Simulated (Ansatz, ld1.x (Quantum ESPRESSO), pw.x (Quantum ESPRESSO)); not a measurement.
## pw.x on fcc Si: one setting changed

Potential: norm-conserving RRKJ (Kleinman–Bylander form), ld1.x (Quantum ESPRESSO) 7.5, PBEsol; core [Ne], reference 3s2 3p2; waves: 3p (bound): rc 1.95 bohr; 3d channel at 0.03 Ry: rc 1.60 bohr; 3s (bound): rc 1.75 bohr; local part: the s channel; core correction: none; rho0 0.02.

The reference run (k-mesh 15³, cutoffs 50/200 Ry, Fermi–Dirac 0.01 Ry, mixing_beta 0.4, conv_thr 1e-9, no spin) gives 0.40 GPa at 14.001 Å³/atom, where all-electron LAPW gives 0.43 GPa. This run, with its own iteration cap, changes ecutrho/ecutwfc to 3.

```
&control
  calculation='scf', prefix='x', pseudo_dir='./', outdir='./tmp', tstress=.true., disk_io='none'
/
&system
  ibrav=0, nat=1, ntyp=1, ecutwfc=50, ecutrho=150, nbnd=9,
  occupations='smearing', smearing='fd', degauss=0.01
/
&electrons
  conv_thr=1e-09, mixing_beta=0.4, electron_maxstep=60
/
ATOMIC_SPECIES
Si 1.0 Si.UPF
CELL_PARAMETERS angstrom
  0.00000000 1.91297673 1.91297673
  1.91297673 0.00000000 1.91297673
  1.91297673 1.91297673 0.00000000
ATOMIC_POSITIONS crystal
Si 0.0000 0.0000 0.0000
K_POINTS automatic
15 15 15 0 0 0
```

```bash
pw.x < Si.scf.in > Si.scf.out
```

Q: How does the run end?

A: It converges in 5 iterations; the free energy moves by +0.0 meV/atom and the pressure by +0.00 GPa. Below 4 the density is truncated and F is no longer variational, so a small shift in one case is no licence.

```
Message from routine set_cutoff:
     ecutrho < 4*ecutwfc, are you sure?
     Message from routine setup:
     using ibrav=0 with symmetry is DISCOURAGED, use correct ibrav instead
     lattice parameter (alat)  =       5.1124  a.u.
     unit-cell volume          =      94.4834 (a.u.)^3
     number of electrons       =         4.00
     number of Kohn-Sham states=            9
     kinetic-energy cutoff     =      50.0000  Ry
     charge density cutoff     =     150.0000  Ry
     scf convergence threshold =      1.0E-09
     Exchange-correlation= PBESOL
     number of k points=   120  Fermi-Dirac smearing, width (Ry)=  0.0100
     iteration #  1     ecut=    50.00 Ry     beta= 0.40
     total energy              =      -7.86110028 Ry
     estimated scf accuracy    <       0.00413336 Ry
     iteration #  2     ecut=    50.00 Ry     beta= 0.40
     total energy              =      -7.86080536 Ry
     estimated scf accuracy    <       0.00127392 Ry
     iteration #  3     ecut=    50.00 Ry     beta= 0.40
     total energy              =      -7.86085389 Ry
     estimated scf accuracy    <       0.00000272 Ry
     iteration #  4     ecut=    50.00 Ry     beta= 0.40
     total energy              =      -7.86085454 Ry
     estimated scf accuracy    <       0.00000027 Ry
     iteration #  5     ecut=    50.00 Ry     beta= 0.40
     the Fermi energy is    11.1398 ev
!    total energy              =      -7.86085456 Ry
     estimated scf accuracy    <          7.2E-10 Ry
     smearing contrib. (-TS)   =      -0.00196883 Ry
     The total energy is F=E-TS. E is the sum of the following terms:
     one-electron contribution =       4.72184078 Ry
     hartree contribution      =       0.02725974 Ry
     xc contribution           =      -2.46168597 Ry
     ewald contribution        =     -10.14630028 Ry
     convergence has been achieved in   5 iterations
          total   stress  (Ry/bohr**3)                   (kbar)     P=        3.99
     Message from routine punch:
     Nothing written, as per user request (disk_io='none')
```

The run took about 2.9 s on one core of a shared host (Neoverse-V1, 32 threads, 247 GiB, load 41).
